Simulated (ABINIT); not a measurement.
Wanted: the native input for an ABINIT 10.8.3 (patched build) run.

- Task: band structure
- Functional: RPBE
- Potentials or basis: JTH PAW PBE v2.0
- Cutoff: 408 eV
- k mesh: 8 × 8 × 8
- Occupations: fermi-dirac, width 0.05 eV
- Spin: no spin polarisation
- Fine-grid cutoff: 816.342 eV
- Exchange and correlation inside the PAW spheres: full angular mesh (pawxcdev 0, this build's default; the released program takes 1)

Crystal: Si.

```xyz
2
Lattice="0.0000 2.7219 2.7219 2.7219 0.0000 2.7219 2.7219 2.7219 0.0000" Properties=species:S:1:pos:R:3 pbc="T T T"
Si    2.7219    2.7219    2.7219
Si    4.0828    4.0828    4.0828
```

The input as run:

run.abi

```
# Datasets: ground state, then fixed potential
ndtset 2

# Pseudopotentials
pp_dirpath "./"
pseudos "Si.GGA_PBE-JTH.xml"

# Structure
acell 3*1.0 Angstrom
rprim
     0.0000000000     2.7218511865     2.7218511865
     2.7218511865     0.0000000000     2.7218511865
     2.7218511865     2.7218511865     0.0000000000
ntypat 1
znucl 14
natom 2
typat 1 1
xred
     0.5000000000     0.5000000000     0.5000000000
     0.7500000000     0.7500000000     0.7500000000

# Plane-wave basis
ecut 408.170794 eV
pawecutdg 30.0

# Exchange and correlation
ixc 15

# Bands and occupations
occopt 3
tsmear 0.05 eV

# SCF cycle
nstep 100

# Output
iomode 3
prtwf 0
prteig 0
prtebands 0
enunit 1
prtden1 1
prtvha1 1
prtvclmb1 1
prtpot1 1

# Dataset 1
kptopt1 1
ngkpt1 8 8 8
nshiftk1 1
shiftk1 0.0 0.0 0.0
nband1 8
tolvrs1 1.0e-9

# Dataset 2: bands along G-X-W-K-G-L-U-W-L-K
iscf2 -2
getden2 1
nband2 12
nbdbuf2 2
tolwfr2 1.0e-12
kptopt2 -9
ndivsm2 5
prteig2 1
kptbounds2
     0.0000000000     0.0000000000     0.0000000000
     0.5000000000     0.0000000000     0.5000000000
     0.5000000000     0.2500000000     0.7500000000
     0.3750000000     0.3750000000     0.7500000000
     0.0000000000     0.0000000000     0.0000000000
     0.5000000000     0.5000000000     0.5000000000
     0.6250000000     0.2500000000     0.6250000000
     0.5000000000     0.2500000000     0.7500000000
     0.5000000000     0.5000000000     0.5000000000
     0.3750000000     0.3750000000     0.7500000000
```

Potentials or basis: JTH PAW PBE v2.0.

Command:

```console
$ abinit run.abi > log 2>&1
```

Results of the run:

```json
{
 "Pressure": "2.7 GPa",
 "Band gap on the k mesh": "0.69 eV, indirect (least direct gap 2.58 eV)",
 "Band gap along the path": "0.66 eV, indirect (least direct gap 2.58 eV)",
 "Valence electrons inside the program's atomic spheres": "Si 1.54 (radii [1.0104] Å)"
}
```

Caveat: the PAW data sets were made with another functional, which shifts forces and pressure a little.

Run time: 28 s on 1 thread of Arm Neoverse V1 (shared host), peak memory 0.11 GiB.
